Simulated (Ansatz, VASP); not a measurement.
## KF (Carobbiite) in VASP and in Ansatz

```xyz
2
Lattice="0.0000 2.6829 2.6829 2.6829 0.0000 2.6829 2.6829 2.6829 0.0000" Properties=species:S:1:pos:R:3 pbc="T T T"
K     0.0000    0.0000    0.0000
F     2.6829    2.6829    2.6829
```

Change from the starting cell: hydrostatic strain +0.9%.

Alike in both runs: task single point; functional r2SCAN; k mesh 8 × 8 × 8; no spin polarisation.

```csv
,VASP,Ansatz
version,VASP 6.6.1,Ansatz 0.2.0
potentials or method,"VASP PAW PBE potentials, release 64 (K_sv, F)","plane waves, PAW"
plane-wave cutoff (eV),520,500
occupations,"gaussian, width 0.01 eV",fixed
valence electrons in the cell,16,16
```

|  | VASP | Ansatz | Ansatz less VASP |
| --- | --- | --- | --- |
| gap on the k mesh at the Fermi level (eV) | 6.76 | 6.76 | +0.001 |
| pressure (GPa) | -0.9 | -0.9 | +0.04 |

Caveats: the PAW data sets were made with another functional, which shifts forces and pressure a little (VASP). A k mesh can miss the band edges.
